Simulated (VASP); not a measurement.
The system is Na.

```xyz
1
Lattice="-1.5505 1.9781 3.0339 1.3625 -2.0500 2.9507 1.6023 2.1017 -3.0853" Properties=species:S:1:pos:R:3 pbc="T T T"
Na    0.0000    0.0000    0.0000
```

This isn't the form of Na at room conditions, which is bcc.

The cell isn't the ideal one: cell sheared at random, sigma 0.1, atoms nudged by 0.01 Å.

| Item | Value |
| --- | --- |
| Program | VASP 6.6.1 |
| Task | relaxation of cell and atoms |
| Functional | LDA |
| Potentials or basis | VASP PAW LDA potentials, release 64 (Na_pv) |
| Cutoff | 600 eV |
| k mesh | 8 × 10 × 11 |
| Occupations | methfessel-paxton, width 0.1 eV |
| Spin | no spin polarisation |

At the start: pressure -0.1 GPa; volume 36.13 Å³/atom.

**Question.** Where does the relaxation end?

**Answer.** Over 14 steps the energy falls by 115.8 meV/atom and the volume is 33.20 Å³/atom (-8.1 %); space group C2/m (No. 12, to 0.05 Å).

The path:
| step | energy change (eV) | largest force (eV/Å) | pressure (GPa) | volume (Å³) |
| --- | --- | --- | --- | --- |
| 1 | 0.0000 | 0.0000 | -0.14 | 36.13 |
| 2 | -0.0418 | 0.0000 | -0.29 | 35.93 |
| 3 | -0.1063 | 0.0000 | -0.37 | 34.92 |
| 4 | -0.1113 | 0.0000 | -0.26 | 34.34 |
| 5 | -0.1114 | 0.0000 | -0.29 | 34.44 |
| 6 | -0.1113 | 0.0000 | -0.30 | 34.49 |
| 7 | -0.1130 | 0.0000 | -0.16 | 33.92 |
| 8 | -0.1141 | 0.0000 | 0.04 | 33.15 |
| 9 | -0.1142 | 0.0000 | 0.11 | 32.89 |
| 10 | -0.1147 | 0.0000 | 0.09 | 33.00 |
| 11 | -0.1155 | 0.0000 | -0.03 | 33.33 |
| 12 | -0.1157 | 0.0000 | -0.01 | 33.29 |
| 13 | -0.1157 | 0.0000 | -0.01 | 33.27 |
| 14 | -0.1158 | 0.0000 | 0.01 | 33.20 |

Final structure:
```
CELL_PARAMETERS angstrom
-1.82010 1.75809 2.65300
1.72573 -1.81663 2.66214
1.80487 1.78202 -2.69604
ATOMIC_POSITIONS crystal
Na 0.00000 0.00000 0.00000
```
